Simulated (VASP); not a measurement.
# Rh (P6_3/mmc) in VASP: a series of runs

The runs below take Rh through relaxation of cell and atoms, with PBEsol, RPBE.

Everything below comes from runs of VASP 6.6.1. Logs are shortened: lines on timing, memory, paths and dates and some standing lists are left out, and cuts for length are marked.

## (1) The crystal as given

The structure is hexagonal, space group P6_3/mmc (No. 194). Conventional cell: a = 2.692 Å, b = 2.692 Å, c = 4.397 Å, α = 90.00°, β = 90.00°, γ = 120.00°. Around Rh (site symmetry -6m2) lie 12 Rh at 2.69 Å.

This isn't the form of Rh at room conditions, which is fcc.

## (2) Relaxation of cell and atoms, PBEsol

The input, INCAR:

```
PREC = Accurate
ENCUT = 580
EDIFF = 1E-7
ISMEAR = 0
SIGMA = 0.1
LREAL = F
LASPH = T
NELM = 60
ALGO = Normal
ISIF = 3
LWAVE = F
LCHARG = F
GGA = PS
IBRION = 2
NSW = 90
EDIFFG = -0.005
```

The input, KPOINTS:

```
Automatic mesh
0
Gamma
  18 18 10
```

The input, POSCAR:

```
Rh
1.0
    2.6923490400      0.0000000000      0.0000000000
   -1.3461745200      2.3316426600      0.0000000000
    0.0000000000      0.0000000000      4.3966059800
Rh
2
Direct
    0.3333333300      0.6666666700      0.2500000000
    0.6666666700      0.3333333300      0.7500000000
```

Potentials or basis: VASP PAW PBE potentials, release 64 (Rh).

Run with:

```
> cat potpaw_PBE.64/Rh/POTCAR > POTCAR
> mpirun -np 1 vasp_std > vasp.out
```

OUTCAR:

```text
PREC = Accurate
   ENCUT = 580
   EDIFF = 1E-7
   ISMEAR = 0
   LREAL = F
   LASPH = T
   NELM = 60
   ISIF = 3
   GGA = PS
   IBRION = 2
   NSW = 90
   EDIFFG = -0.005

 ion  position               nearest neighbor table
   1  0.333  0.667  0.250-   2 2.69   2 2.69   2 2.69   2 2.69   2 2.69   2 2.69
   2  0.667  0.333  0.750-   1 2.69   1 2.69   1 2.69   1 2.69   1 2.69   1 2.69

  LATTYP: Found a hexagonal cell.
 ALAT       =     2.6923490400
 C/A-ratio  =     1.6329999991

  Lattice vectors:

 A1 = (   2.6923490400,   0.0000000000,   0.0000000000)
 A2 = (  -1.3461745200,   2.3316426600,   0.0000000000)
 A3 = (   0.0000000000,   0.0000000000,   4.3966059800)

Analysis of symmetry for initial positions (statically):
=====================================================================
 Subroutine PRICEL returns:
 Original cell was already a primitive cell.

 Routine SETGRP: Setting up the symmetry group for a
 hexagonal supercell.

 Subroutine GETGRP returns: Found 24 space group operations
 (whereof 12 operations were pure point group operations)
 out of a pool of 24 trial point group operations.

The static configuration has the point symmetry D_3d.
 The point group associated with its full space group is D_6h.

Analysis of symmetry for dynamics (positions and initial velocities):
=====================================================================
 Subroutine PRICEL returns:
 Original cell was already a primitive cell.

 Routine SETGRP: Setting up the symmetry group for a
 hexagonal supercell.

 Subroutine GETGRP returns: Found 24 space group operations
 (whereof 12 operations were pure point group operations)
 out of a pool of 24 trial point group operations.

The dynamic configuration has the point symmetry D_3d.
 The point group associated with its full space group is D_6h.

 Subroutine INISYM returns: Found 24 space group operations
 (whereof 12 operations are pure point group operations),
 and found     1 'primitive' translations

----------------------------------------------------------------------------------------

                                     Primitive cell

  volume of cell :      27.6001

  direct lattice vectors                    reciprocal lattice vectors
     2.692349040  0.000000000  0.000000000     0.371422867  0.214441093  0.000000000
    -1.346174520  2.331642660  0.000000000     0.000000000  0.428882186  0.000000000
     0.000000000  0.000000000  4.396605980     0.000000000  0.000000000  0.227448174

  length of vectors
     2.692349040  2.692349036  4.396605980     0.428882185  0.428882186  0.227448174

  position of ions in fractional coordinates (direct lattice)
     0.333333330  0.666666670  0.250000000
     0.666666670  0.333333330  0.750000000

  ion indices of the primitive-cell ions
   primitive index   ion index
                 1           1
                 2           2

----------------------------------------------------------------------------------------

 KPOINTS: Automatic mesh

Automatic generation of k-mesh.
 Grid dimensions read from file:
 generate k-points for:   18   18   10

 Generating k-lattice:

  Cartesian coordinates                     Fractional coordinates (reciprocal lattice)
     0.020634604  0.011913394  0.000000000     0.055555556  0.000000000  0.000000000
     0.000000000  0.023826788  0.000000000     0.000000000  0.055555556  0.000000000
     0.000000000  0.000000000  0.022744817     0.000000000  0.000000000  0.100000000

  Length of vectors
     0.023826788  0.023826788  0.022744817

  Shift w.r.t. Gamma in fractional coordinates (k-lattice)
     0.000000000  0.000000000  0.000000000

 Subroutine IBZKPT returns following result:
 ===========================================

 Found    222 irreducible k-points:

 Following reciprocal coordinates:
            Coordinates               Weight
  0.000000  0.000000  0.000000      1.000000
  0.055556  0.000000  0.000000      6.000000
  0.111111  0.000000  0.000000      6.000000
  0.166667  0.000000  0.000000      6.000000
  0.222222  0.000000  0.000000      6.000000
  0.277778  0.000000  0.000000      6.000000
[... 16 lines left out ...]
  0.333333  0.111111  0.000000     12.000000
  0.388889  0.111111  0.000000     12.000000
 [... further k-points ...]
   k-points           NKPTS =    222   k-points in BZ     NKDIM =    222   number of bands    NBANDS=     13
   number of dos      NEDOS =    301   number of ions     NIONS =      2
   total plane-waves  NPLWV =  20736
   dimension x,y,z NGX =    24 NGY =   24 NGZ =   36
   dimension x,y,z NGXF=    48 NGYF=   48 NGZF=   72
   ions per type =               2
   NGX,Y,Z   is equivalent  to a cutoff of  14.82, 14.82, 13.61 a.u.
   NGXF,Y,Z  is equivalent  to a cutoff of  29.64, 29.64, 27.22 a.u.
 SYSTEM =  unknown system
   PREC   = accura    normal or accurate (medium, high low for compatibility)
   ISTART =      0    job   : 0-new  1-cont  2-samecut
   ICHARG =      2    charge: 1-file 2-atom 10-const
   ISPIN  =      1    spin polarized calculation?
   LNONCOLLINEAR =      F non collinear calculations
   LSORBIT =      F    spin-orbit coupling
   LASPH  =      T    aspherical Exc in radial PAW
   ENCUT  =  580.0 eV  42.63 Ry    6.53 a.u.   5.29  5.29  8.63*2*pi/ulx,y,z
   NELM   =     60;   NELMIN=  2; NELMDL= -5     # of ELM steps
   EDIFF  = 0.1E-06   stopping-criterion for ELM
   LREAL  =      F    real-space projection
   EDIFFG = -.5E-02   stopping-criterion for IOM
   NSW    =     90    number of steps for IOM
   IBRION =      2    ionic relax: 0-MD 1-quasi-New 2-CG
   NFREE  =      1    steps in history (QN), initial steepest desc. (CG)
   ISIF   =      3    stress and relaxation
   ISYM   =      2    0-nonsym 1-usesym 2-fastsym
   POTIM  = 0.5000    time-step for ionic-motion
   TEBEG  =    0.0;   TEEND  =   0.0 temperature during run
   PSTRESS=    0.0 pullay stress
   NELECT =      18.0000    total number of electrons
   NUPDOWN=      -1.0000    fix difference up-down
   EMIN   =  10.00;   EMAX   =-10.00  energy-range for DOS
   EFERMI =   0.00;   METHOD = LEGACY
   ISMEAR =     0;   SIGMA  =   0.10  broadening in eV -4-tet -1-fermi 0-gaus
   EFERMI_NEDOS =   21; number of points for ismear=-14 and -15
   IALGO  =     38    algorithm
   IMIX   =      4    mixing-type and parameters
     AMIX     =   0.40;   BMIX     =  1.00
     AMIX_MAG =   1.60;   BMIX_MAG =  1.00
  volume/ion in A,a.u.               =      13.80        93.13
  Fermi-wavevector in a.u.,A,eV,Ry     =   1.419696  2.682836 27.423043  2.015537
  Thomas-Fermi vector in A             =   2.540689
   LORBIT       =      0    0 simple, 1 ext, 2 COOP (PROOUT), +10 PAW based schemes
   GGA     = PS    functional components
   LHFCALC =     F    Hartree Fock is set to
   AEXX    =    0.0000 exact exchange contribution
   IVDW    =     0    specifies the selected vdW correction
   LEPSILON=     F    determine dielectric tensor
   LRPA    =     F    only Hartree local field effects (RPA)
 conjugate gradient relaxation of ions
 non-spin polarized calculation
 Gauss-broadening in eV      SIGMA  =   0.10
  energy-cutoff  :      580.00
  volume of cell :       27.60
 maximum number of plane-waves:       888
 NGX is ok and might be reduce to    24
   NGX = 11   NGY = 11   NGZ = 17

--------------------------------------- Ionic step        1  -------------------------------------------

 number of electron      18.0000004 magnetization

 Free energy of the ion-electron system (eV)
  ---------------------------------------------------
  ext. energy  EPLUGINS =         0.00000000
  ---------------------------------------------------
  free energy    TOTEN  =       -16.22596830 eV

  energy without entropy =      -16.20926502  energy(sigma->0) =      -16.21761666

------------------------ aborting loop because EDIFF is reached ----------------------------------------

  FORCE on cell =-STRESS in cart. coord.  units (eV):
  Direction    XX          YY          ZZ          XY          YZ          ZX
  --------------------------------------------------------------------------------------
  -------------------------------------------------------------------------------------
  Total       -0.8526959     -0.8526959     -1.5214743      0.0000000      0.0000000      0.0000000
  in kB      -49.4987047    -49.4987045    -88.3210636      0.0000000      0.0000000      0.0000000
  external PRESSURE =     -62.4394909 kB  Pullay stress =       0.0000000 kB
[... 273 lines left out ...]
  energy  without entropy=      -16.2260372644  energy(sigma->0) =      -16.23377744

--------------------------------------- Ionic step        9  -------------------------------------------

 number of electron      18.0000001 magnetization

 Free energy of the ion-electron system (eV)
  ---------------------------------------------------
  ext. energy  EPLUGINS =         0.00000000
  ---------------------------------------------------
  free energy    TOTEN  =       -16.24152351 eV

  energy without entropy =      -16.22606103  energy(sigma->0) =      -16.23379227

 E-fermi :  12.0493     XC(G=0): -13.8805

 val. band max:       12.0467859587   @ k =   0.3889   0.1667   0.0000
 cond. band min:      12.0520109807   @ k =   0.2778   0.0000   0.4000
 fundamental gap:      0.0052250221
 Fermi energy:        12.0492940598

 k-point     1 :       0.0000    0.0000    0.0000
  band No.  band energies     occupation
      1       3.7660      2.00000
      2       5.6290      2.00000
      3       8.8617      2.00000
      4       8.8988      2.00000
      5       8.8988      2.00000
      6       9.4528      2.00000
      7       9.4528      2.00000
      8      10.0257      2.00000
      9      10.0257      2.00000
     10      12.1749      0.07577
     11      12.1749      0.07577
     12      12.7135      0.00000
     13      20.8782      0.00000
[... 353 lines left out ...]
 k-point    24 :       0.3889    0.1111    0.0000
  band No.  band energies     occupation
      1       6.0667      2.00000
      2       6.3571      2.00000
      3       6.6208      2.00000
      4       8.5357      2.00000
      5       9.1458      2.00000
      6       9.2294      2.00000
      7       9.7149      2.00000
      8      12.1464      0.16988
      9      12.4737      0.00000
     10      12.5682      0.00000
     11      14.8214      0.00000
     12      18.5269      0.00000
     13      22.4936      0.00000

 [... further k-points ...]

------------------------ aborting loop because EDIFF is reached ----------------------------------------

  FORCE on cell =-STRESS in cart. coord.  units (eV):
  Direction    XX          YY          ZZ          XY          YZ          ZX
  --------------------------------------------------------------------------------------
  -------------------------------------------------------------------------------------
  Total       -0.0006253     -0.0006253      0.0056097     -0.0000000     -0.0000000      0.0000000
  in kB       -0.0371171     -0.0371171      0.3330019     -0.0000000     -0.0000000      0.0000000
  external PRESSURE =       0.0862559 kB  Pullay stress =       0.0000000 kB
[... 17 lines left out ...]
  FREE ENERGIE OF THE ION-ELECTRON SYSTEM (eV)
  ---------------------------------------------------
  free  energy   TOTEN  =       -16.2415235122 eV

  energy  without entropy=      -16.2260610254  energy(sigma->0) =      -16.23379227

 reached required accuracy - stopping structural energy minimisation
```

It took 2.6 min on 1 thread of Intel Xeon 6975P-C (Granite Rapids), shared host; peak memory 0.23 GiB.

What came out:

```yaml
Free_energy: -16.2415 eV
Relaxed_volume: 13.50 Å³/atom
Relaxed_cell: a = 2.685 Å, b = 2.685 Å, c = 4.322 Å, α = 90.00°, β = 90.00°, γ = 120.00°
Space_group_after_relaxing_to_0.05_Å: P6_3/mmc (No. 194)
Energy_gained_by_relaxing: 7.8 meV/atom
Ionic_steps: 9
Pressure_after_relaxing: 0.0 GPa
Band_gap_on_the_k_mesh: none (metal or under the smearing width)
```

The path:
| step | energy change (eV) | largest force (eV/Å) | pressure (GPa) | volume (Å³) |
| --- | --- | --- | --- | --- |
| 1 | 0.0000 | 0.0000 | -6.24 | 27.60 |
| 2 | 0.0693 | 0.0000 | 19.37 | 25.50 |
| 3 | -0.0141 | 0.0000 | 0.24 | 26.97 |
| 4 | -0.0141 | 0.0000 | 0.38 | 26.95 |
| 5 | -0.0155 | 0.0000 | 0.04 | 26.99 |
| 6 | -0.0156 | 0.0000 | 0.07 | 26.98 |
| 7 | -0.0156 | 0.0000 | 0.06 | 26.99 |
| 8 | -0.0155 | 0.0000 | -0.14 | 27.00 |
| 9 | -0.0156 | 0.0000 | 0.01 | 26.99 |

Final structure:
```xyz
2
Lattice="2.6853 0.0000 0.0000 -1.3426 2.3255 0.0000 0.0000 0.0000 4.3221" Properties=species:S:1:pos:R:3 pbc="T T T"
Rh    0.0000    1.5503    1.0805
Rh    1.3426    0.7752    3.2416
```

Caveat: the PAW data sets were made with another functional, which shifts forces and pressure a little.

## (3) Relaxation of cell and atoms, RPBE

INCAR, as its differences from that of step 2:

```diff
@@ -1,3 +1,3 @@
 PREC = Accurate
-ENCUT = 580
+ENCUT = 600
 EDIFF = 1E-7
@@ -12,3 +12,3 @@
 LCHARG = F
-GGA = PS
+GGA = RP
 IBRION = 2
```

KPOINTS is that of step 2.

POSCAR is that of step 2.

Potentials or basis: VASP PAW PBE potentials, release 64 (Rh_pv).

Run with:

```
> cat potpaw_PBE.64/Rh_pv/POTCAR > POTCAR
> mpirun -np 1 vasp_std > vasp.out
```

OUTCAR:

```text
PREC = Accurate
   ENCUT = 600
   EDIFF = 1E-7
   ISMEAR = 0
   LREAL = F
   LASPH = T
   NELM = 60
   ISIF = 3
   GGA = RP
   IBRION = 2
   NSW = 90
   EDIFFG = -0.005

 ion  position               nearest neighbor table
   1  0.333  0.667  0.250-   2 2.69   2 2.69   2 2.69   2 2.69   2 2.69   2 2.69
   2  0.667  0.333  0.750-   1 2.69   1 2.69   1 2.69   1 2.69   1 2.69   1 2.69

  LATTYP: Found a hexagonal cell.
 ALAT       =     2.6923490400
 C/A-ratio  =     1.6329999991

  Lattice vectors:

 A1 = (   2.6923490400,   0.0000000000,   0.0000000000)
 A2 = (  -1.3461745200,   2.3316426600,   0.0000000000)
 A3 = (   0.0000000000,   0.0000000000,   4.3966059800)

Analysis of symmetry for initial positions (statically):
=====================================================================
 Subroutine PRICEL returns:
 Original cell was already a primitive cell.

[... 215 lines left out ...]
 cond. band min:       9.8344449663   @ k =   0.3889   0.1667   0.0000
 fundamental gap:      0.0030622382
 Fermi energy:         9.8341500367

 k-point     1 :       0.0000    0.0000    0.0000
  band No.  band energies     occupation
      1     -36.8804      2.00000
      2     -36.4518      2.00000
      3     -36.4518      2.00000
      4     -36.4014      2.00000
      5     -36.3803      2.00000
      6     -36.3803      2.00000
[... 662 lines left out ...]
--------------------------------------- Ionic step        6  -------------------------------------------

 number of electron      30.0000003 magnetization

 Free energy of the ion-electron system (eV)
  ---------------------------------------------------
  ext. energy  EPLUGINS =         0.00000000
  ---------------------------------------------------
  free energy    TOTEN  =       -13.16812885 eV

  energy without entropy =      -13.15072702  energy(sigma->0) =      -13.15942793

 E-fermi :  11.3056     XC(G=0): -13.6512

 val. band max:       11.3040131481   @ k =   0.3889   0.1667   0.0000
 cond. band min:      11.3058001745   @ k =   0.4444   0.0556   0.4000
 fundamental gap:      0.0017870265
 Fermi energy:        11.3055504512

 k-point     1 :       0.0000    0.0000    0.0000
  band No.  band energies     occupation
      1     -35.7448      2.00000
      2     -35.1690      2.00000
      3     -35.1690      2.00000
      4     -35.0932      2.00000
      5     -35.0735      2.00000
      6     -35.0735      2.00000
[... 548 lines left out ...]
  FREE ENERGIE OF THE ION-ELECTRON SYSTEM (eV)
  ---------------------------------------------------
  free  energy   TOTEN  =       -13.1681288472 eV

  energy  without entropy=      -13.1507270195  energy(sigma->0) =      -13.15942793

 reached required accuracy - stopping structural energy minimisation
```

CONTCAR:

```text
Rh
   1.00000000000000
     2.7416439287440659   -0.0000000000000000   -0.0000000000000000
    -1.3708219643720330    2.3743332856811490    0.0000000000000000
    -0.0000000000000000    0.0000000000000000    4.4114164399915676
  Rh
     2
Direct
     0.3333333300000021    0.6666666699999979    0.2500000000000000
     0.6666666699999979    0.3333333300000021    0.7500000000000000

  0.00000000E+00  0.00000000E+00  0.00000000E+00
  0.00000000E+00  0.00000000E+00  0.00000000E+00
```

Run time: 2.7 min. Hardware: 1 thread of Intel Xeon 6975P-C (Granite Rapids), shared host; peak memory 0.25 GiB.

Results:

| Quantity | Value |
| --- | --- |
| Free energy | -13.1681 eV |
| Relaxed volume | 14.36 Å³/atom |
| Relaxed cell | a = 2.742 Å, b = 2.742 Å, c = 4.411 Å, α = 90.00°, β = 90.00°, γ = 120.00° |
| Space group after relaxing (to 0.05 Å) | P6_3/mmc (No. 194) |
| Energy gained by relaxing | 18.9 meV/atom |
| Ionic steps | 6 |
| Pressure after relaxing | 0.0 GPa |
| Band gap on the k mesh | none (metal or under the smearing width) |

Step by step:
| step | energy change (eV) | largest force (eV/Å) | pressure (GPa) | volume (Å³) |
| --- | --- | --- | --- | --- |
| 1 | 0.0000 | 0.0000 | 10.40 | 27.60 |
| 2 | 0.1079 | 0.0000 | -16.26 | 31.33 |
| 3 | -0.0363 | 0.0000 | -0.48 | 28.77 |
| 4 | -0.0364 | 0.0000 | -0.21 | 28.74 |
| 5 | -0.0378 | 0.0000 | -0.01 | 28.72 |
| 6 | -0.0378 | 0.0000 | 0.02 | 28.72 |

Final structure:
```
CELL_PARAMETERS angstrom
2.74164 0.00000 0.00000
-1.37082 2.37433 0.00000
0.00000 0.00000 4.41142
ATOMIC_POSITIONS crystal
Rh 0.33333 0.66667 0.25000
Rh 0.66667 0.33333 0.75000
```

Caveat: the PAW data sets were made with another functional, which shifts forces and pressure a little.
